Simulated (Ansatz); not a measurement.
# AlN: single point with PBE

The system is AlN.

```
Al N
1.0
     0.00000    2.18399    2.18399
     2.18399    0.00000    2.18399
     2.18399    2.18399    0.00000
Al N
1 1
Cartesian
  0.0000 0.0000 0.0000
  1.0920 1.0920 1.0920
```

Measurements of this composition are mostly on another form, of space group No. 186.

* Program: Ansatz 0.2.0
* Task: single point
* Functional: PBE
* Potentials or basis: all-electron LAPW, scalar-relativistic
* Cutoff: 329 eV (chosen from the basis error)
* Basis error allowed: 0.003 eV/atom
* k mesh: 4 × 4 × 4
* Occupations: fermi-dirac, width 0.04 eV
* Spin: no spin polarisation

```
Pressure               : 4.8 GPa
Band gap on the k mesh : 3.29 eV, indirect (least direct gap 4.18 eV)
```

Levels at points of the mesh, in eV from the valence-band top:
| k point | band 6 | band 7 | band 8 | band 9 | band 10 | band 11 | band 12 | band 13 |
| --- | --- | --- | --- | --- | --- | --- | --- | --- |
| (0.00, 0.00, 0.00) | -14.99 | 0.00 | 0.00 | 0.00 | 4.18 | 12.53 | 12.53 | 12.53 |
| (0.00, 0.00, -0.50) | -12.93 | -5.87 | -0.48 | -0.48 | 7.36 | 9.85 | 11.12 | 11.12 |
| (0.00, -0.50, -0.50) | -12.29 | -4.92 | -1.78 | -1.78 | 3.29 | 8.59 | 13.95 | 15.71 |

Wall time 0.77 s on 1 thread of AMD EPYC 9R45 96-Core Processor (Zen 5), on a shared host, peak memory 0.25 GiB.

Caveat: the k mesh is coarse (spacing up to 0.62 Å⁻¹), so the values aren't converged. A k mesh can miss the band edges.
